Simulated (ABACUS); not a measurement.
FeO (Wuestite) under changes of volume

One of the cells (10.013 Å³/atom); the others are scaled copies at fixed shape and fractional positions:

```
CELL_PARAMETERS angstrom
0.00000 2.15540 2.15540
2.15540 0.00000 2.15540
2.15540 2.15540 0.00000
ATOMIC_POSITIONS crystal
Fe 0.00000 0.00000 0.00000
O 0.50000 0.50000 0.50000
```

```yaml
Program: ABACUS 3.10.1
Functional: LDA
Potentials_or_basis: GBRV ultrasoft 1.5 LDA
Cutoff: 544 eV
Density_cutoff: 4354 eV
Basis: plane waves
k_mesh: 9 × 9 × 9
Occupations: fermi-dirac, width 0.05 eV
Spin: collinear spin, ferromagnetic start
Starting_moments: "[3.0, 0.0] μB"
```

```tsv
volume (Å³/atom)	energy over the lowest point (meV/atom)	pressure (GPa)
9.413	0.00	-4.3
9.613	7.48	-8.3
9.813	20.05	-11.9
10.013	37.19	-15.3
10.214	58.24	-18.3
10.414	82.81	-20.9
10.614	?	?
```

Question: What does the run at 10.614 Å³/atom give?

Answer: Energy over the lowest point 110.52 meV/atom; pressure -23.3 GPa.

Worked out: A Birch-Murnaghan fit of order 3 (a polynomial in V^(-2/3)) to the other rows has its minimum at 9.26 Å³/atom, just outside them, with B0 = V·E''(V) = 236 GPa and B' = 4.9. It gives 110.37 meV/atom at 10.614 Å³/atom, against the run's 110.52, and -dE/dV = -23.2 GPa, against -23.3.

Energies are extrapolated to zero smearing.

Caveats: a cell with one magnetic atom can't hold antiferromagnetic order, which such compounds often take.
